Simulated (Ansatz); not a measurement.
Crystal: TiAl.

```
Ti Al
1.0
     2.86726    0.00000    0.00000
    -1.43363    2.48312    0.00000
     0.00000    0.00000    4.67808
Ti Al
1 1
Direct
  0.00000 0.00000 0.00000
  0.33333 0.66667 0.50000
```

The cell comes from a database or a generator and needn't be the stable form of this composition.

Base run:

- Program: Ansatz 0.2.0
- Functional: PBEsol
- Potentials or basis: all-electron LAPW, scalar-relativistic
- Cutoff: 225 eV
- Density cutoff: 899 eV
- Basis error allowed: 0.001 eV/atom
- k mesh: 11 × 11 × 6
- Occupations: fermi-dirac, width 0.05 eV
- Spin: no spin polarisation

Its results: pressure -2.9 GPa.

After a change of settings the same cell gave: pressure -6.1 GPa. Which change was it?
A. potentials or basis from all-electron LAPW, scalar-relativistic to all-electron LAPW, inner shells corrected to Dirac's equation
B. functional from PBEsol to LDA
C. potentials or basis from all-electron LAPW, scalar-relativistic to all-electron LAPW, non-relativistic
D. occupations from fermi-dirac, width 0.05 eV to gaussian, width 0.05 eV

B.

LDA binds more tightly than PBEsol, so the same cell stands under less pressure.

Not every run made on this cell is shown here.
